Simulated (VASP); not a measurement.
From VASP inputs to Ansatz: ZnS (strained zincblende)

INCAR

```
LREAL = .FALSE.
LWAVE = .FALSE.
IBRION = -1
PREC = Accurate
LASPH = .TRUE.
EDIFF = 1E-7
ISIF = 2
GGA = PE
SIGMA = 0.02
NSW = 0
ENCUT = 520
NELM = 120
ISMEAR = -1
NBANDS = 16
LCHARG = .FALSE.
```

KPOINTS

```
KPOINTS created by Atomic Simulation Environment
0
Gamma
8 8 8
0 0 0
```

KPOINTS_OPT

```
special points
6
Reciprocal
0.0000000000 0.0000000000 0.0000000000 1
-0.5000000000 -0.5000000000 0.0000000000 1
-0.3750000000 -0.3750000000 0.2500000000 1
-0.3750000000 0.0000000000 0.3750000000 1
0.0000000000 0.0000000000 0.5000000000 1
-0.5000000000 -0.2500000000 0.2500000000 1
```

POSCAR

```
Zn S
 1.0000000000000000
     0.0000000000000000    2.6940858314999998    2.6671449732000001
     2.6940858314999998    0.0000000000000000    2.6671449732000001
     2.6940858314999998    2.6940858314999998    0.0000000000000000
 Zn  S
   1   1
Cartesian
  0.0000000000000000  0.0000000000000000  0.0000000000000000
  1.3470429157499999  1.3470429157499999  1.3335724865999998
```

VASP ran with the recommended PBE PAW datasets (18 valence electrons in the cell).

Translate these files to an Ansatz input.



```yaml
crystal:
  lattice:
    - [0.0, 2.6940858315, 2.6671449732]
    - [2.6940858315, 0.0, 2.6671449732]
    - [2.6940858315, 2.6940858315, 0.0]
  atoms:
    - { symbol: Zn, position: [0.0, 0.0, 0.0] }
    - { symbol: S, position: [0.25, 0.25, 0.25] }
kpoints:
  mp_grid: { grid: [8, 8, 8] }
  band_path:
    path:
      - [0.0, 0.0, 0.0]
      - [-0.5, -0.5, 0.0]
      - [-0.375, -0.375, 0.25]
      - [-0.375, 0.0, 0.375]
      - [0.0, 0.0, 0.5]
      - [-0.5, -0.25, 0.25]
    npoints: 1
hamiltonian:
  xc: pbe
scf:
  occupations: { method: fermi_dirac, width: 0.02 }
  n_extra_bands: 4
output:
  forces: true
  stress: true
  eigenvalues: true
  write_density: true
  write_potential: true
  elf: true
  volumetric_format: npy
```

Other inputs would serve too.

```json
{"": "gap between bands v and c", "VASP": "2.17 eV", "Ansatz": "2.17 eV"}
{"": "least direct gap", "VASP": "2.17 eV", "Ansatz": "2.17 eV"}
{"": "pressure", "VASP": "3.3 GPa", "Ansatz": "3.1 GPa"}
```

The two codes use different PAW datasets and cutoffs. VASP's cell holds 18 valence electrons and Ansatz's 18. Ansatz's stress includes a Pulay correction; VASP's doesn't.
